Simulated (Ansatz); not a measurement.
HfO2 (anatase): zone-centre phonons and dielectric response

Perturbation theory with PBEsol in the plane-wave code Ansatz on the PBEsol cell, ground state and force constants on an 8×8×8 mesh. Simulation only: spin-unpolarised, and no claim that this is the phase found in nature.

The symmetry is I4_1/amd (No. 141, tetragonal); a = 3.984 Å, c = 10.529 Å in the conventional setting, 13.92 Å³ an atom. Around Hf lie 6 O at 2.05–2.13 Å; around O lie 3 Hf at 2.05–2.13 Å.

```
CELL_PARAMETERS angstrom
-1.99176 1.99176 5.26464
1.99176 -1.99176 5.26464
1.99176 1.99176 -5.26464
ATOMIC_POSITIONS crystal
Hf 0.75000 0.25000 0.50000
Hf 0.00000 0.00000 0.00000
O 0.54801 0.04801 0.50000
O 0.79801 0.79801 0.00000
O 0.20199 0.20199 0.00000
O 0.95199 0.45199 0.50000
```

Optical modes without the longitudinal term:

| ω (cm⁻¹) | degeneracy | IR intensity, summed over the level ((D/Å)²/amu) |
| --- | --- | --- |
| 113 | 2 | 0.00 |
| 153 | 2 | 0.00 |
| 220 | 1 | 0.00 |
| 260 | 2 | 21.57 |
| 363 | 1 | 41.48 |
| 478 | 2 | 101.14 |
| 493 | 1 | 0.00 |
| 526 | 1 | 0.00 |
| 547 | 1 | 0.00 |
| 645 | 2 | 0.00 |

All optical modes at Γ are real, from 113 to 645 cm⁻¹ without the longitudinal term; this says nothing of other wave vectors. With the long-range field the highest mode reaches 761 cm⁻¹. Of the real levels 3 are infrared active, the strongest at 478 cm⁻¹.

The electronic dielectric tensor ε∞ is 4.22 along x and y, 4.12 along z. With the ions relaxed, ε⁰ is 13.9 along x and y, 12.2 along z. Born charges, averaged over directions: Hf +5.13, O -2.57 e. The program notes that the ground state's band table doesn't vouch for all the bands that the response reads.

For comparison, on the r2SCAN cell the mean ε∞ is 3.87 with r2SCAN (ground state on 8×8×8; least gap 5.02 eV), 4.12 with PBE (ground state on 8×8×8; least gap 4.46 eV).

Spin-orbit coupling is left out, which matters wherever the heavy atoms make up the band edges.
